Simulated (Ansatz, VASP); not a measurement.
One calculation of CoO, two programs

INCAR

```
SYSTEM = CoO
PREC     = Accurate       ! precision mode
ENCUT    = 520            ! plane-wave cutoff, eV
EDIFF    = 1E-7           ! SCF threshold, eV
ISMEAR   = -1             ! smearing method
SIGMA    = 0.05           ! smearing width, eV
LREAL    = .FALSE.        ! projectors in reciprocal space
LASPH    = .TRUE.         ! aspherical terms in the spheres
NELM     = 100            ! most SCF steps
ALGO     = Normal         ! electronic algorithm
ISIF     = 2              ! what is computed and relaxed
LWAVE    = .FALSE.        ! write WAVECAR
LCHARG   = .FALSE.        ! write CHGCAR
ISPIN    = 2              ! spin polarisation
MAGMOM   = 2 0            ! initial moments
LORBIT   = 11             ! projections on sites
LMAXMIX  = 4              ! l up to which the mixer works
GGA      = PE             ! functional
NBANDS   = 18             ! bands
```

The input KPOINTS:

```
Automatic mesh
0
G
  10 10 10
  0 0 0
```

POSCAR

```
CoO
1.0
    2.5532739357      0.0000000000      0.0000000000
    0.0000000000      2.5532739357      0.0000000000
    0.0000000000      0.0000000000      2.5532739357
Co O
1 1
Direct
    0.0000000000      0.0000000000      0.0000000000
    0.5000000000      0.5000000000      0.5000000000
```

input.yaml

```yaml
crystal:
  lattice:
    - [2.5532739357, 0.0, 0.0]
    - [0.0, 2.5532739357, 0.0]
    - [0.0, 0.0, 2.5532739357]
  atoms:
    - { symbol: Co, position: [0.0, 0.0, 0.0], spin: 2.0 }
    - { symbol: O, position: [0.5, 0.5, 0.5] }
hamiltonian:
  xc: pbe
  pseudopotentials: { kind: paw }
magnetization:
  spin_polarized: true
kpoints:
  mp_grid: { grid: [10, 10, 10] }
scf:
  occupations: { method: fermi_dirac, width: 0.05 }
output:
  forces: true
  stress: true
  eigenvalues: true
```

Change from the starting cell: volume scaled by 0.98.

Alike in both runs: task single point; functional PBE; k mesh 10 × 10 × 10; occupations fermi-dirac, width 0.05 eV; collinear spin, ferromagnetic start.

|  | VASP | Ansatz |
| --- | --- | --- |
| version | VASP 6.6.1 | Ansatz 0.2.0 |
| potentials or method | VASP PAW PBE potentials, release 64 (Co, O) | Ansatz PAW |
| plane-wave cutoff (eV) | 520 | 420 |
| valence electrons in the cell | 15 | 23 |

```tsv
	VASP	Ansatz	Ansatz less VASP
gap on the k mesh at the Fermi level (eV)	none	none	-
pressure (GPa)	16.4	17.0	+0.55
net moment per atom (μB)	1.50	1.50	0.000
size of the moment on the site where the two differ most (μB)	0.46	0.48	+0.023
```

Site moments also hang on the region over which each program counts them. A gap of «none» marks a metal or a gap that the smearing closes. The functional is the same, so the differences come from potentials, cutoffs and numerics. The two sets of potentials don't hold the same shells in valence.

Caveats: a cell with one magnetic atom can't hold antiferromagnetic order, which such compounds often take; semilocal functionals often make such compounds metallic where correlation or magnetic order opens a gap, which also shifts bond lengths; the pressure holds a Pulay correction of +0.8 GPa for the finite cutoff (Ansatz).
